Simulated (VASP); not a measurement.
Here is a VASP 6.6.1 calculation.

The input INCAR:

```
SYSTEM = Se
ALGO = Normal
BPARAM = 11.95
CPARAM = 0.0093
EDIFF = 1E-7
EDIFFG = -0.002
ENCUT = 520
IBRION = 2
ISIF = 3
ISMEAR = 0
IVDW_NL = 2
LASPH = .True.
LCHARG = .False.
LMIXTAU = .True.
LREAL = .False.
LUSE_VDW = .True.
LWAVE = .False.
METAGGA = R2SCAN
NELM = 60
NSW = 80
PREC = Accurate
PSTRESS = 1250.0
SIGMA = 0.1
```

Contents of KPOINTS:

```
k-points
0
Gamma
  21 21 21
  0 0 0
```

POSCAR

```
Se                                      
1.0
    1.9143951369      1.1052765945      0.9600832633
   -1.9143951369      1.1052765945      0.9600832633
    0.0000000000     -2.2105531890      0.9600832633
  Se            
     1
Direct
     0.0000000000000000    0.0000000000000000    0.0000000000000000
```

Potentials or basis: VASP PAW PBE potentials, release 64 (Se).

Run with:

```bash
$ cat potpaw_PBE.64/Se/POTCAR > POTCAR
$ mpirun -np 1 vasp_std > vasp.out
```

Task: Predict the band gap on the k mesh.

Result: None (metal or under the smearing width).

Final structure:
```cif
data_structure
_symmetry_space_group_name_H-M 'P 1'
_symmetry_Int_Tables_number 1
_cell_length_a 2.4100
_cell_length_b 2.4100
_cell_length_c 2.4100
_cell_angle_alpha 105.186
_cell_angle_beta 105.186
_cell_angle_gamma 105.186
_cell_volume 12.19
loop_
_atom_site_label
_atom_site_type_symbol
_atom_site_fract_x
_atom_site_fract_y
_atom_site_fract_z
_atom_site_occupancy
Se1 Se 0.00000 0.00000 0.00000 1
```

Caveat: the relaxation stopped at its first step, so nothing moved.
